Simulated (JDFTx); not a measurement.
Runs of JDFTx 1.7.0 (patched build) on KF (Carobbiite). It takes space group Fm-3m (No. 225, cubic). Conventional cell: a = 5.344 Å, b = 5.344 Å, c = 5.344 Å, α = 90.00°, β = 90.00°, γ = 90.00°. Around K (site symmetry m-3m) lie 6 F at 2.67 Å. F (site symmetry m-3m) is surrounded by 6 K at 2.67 Å. 

```csv
task,level,potentials or basis,cutoff (eV),band ratio of the Davidson solver,local potential set to -Z/r beyond,density cutoff over wavefunction cutoff,max SCF steps,SCF threshold on the energy,gap on the mesh (eV),pressure (GPa)
single point,LDA,PseudoDojo-SR-LDA-0.4.1-standard with smoothed tails,1143,-,6 bohr,8,100,1e-09 Ha,5.82,-3.6
single point,PBEsol,PseudoDojo-SR-PBEsol-0.4.1-standard with smoothed tails,1143,-,6 bohr,8,100,1e-09 Ha,6.06,(a)
single point,r2SCAN,SG15-PBE-1.2 with smoothed tails,1361,-,6 bohr,8,100,1e-09 Ha,(b),(c)
single point,PBE,PseudoDojo-SR-PBE-0.5-standard with smoothed tails,1143,-,6 bohr,8,100,1e-09 Ha,6.20,1.3
```

Alike in all rows: no spin polarisation; cell as given; k mesh 9 × 9 × 9; smearing fermi-dirac 0.05 eV.

Task: Estimate the missing entries.

Result: (a) -0.7; (b) 6.81; (c) -0.6.

Caveats: an odd mesh through Γ misses points on the zone boundary, where band edges often lie; the empty levels aren't tightly converged (some runs); the potentials were made for another functional, which shifts forces and pressure (some runs).

Not every run made on this cell is shown here.
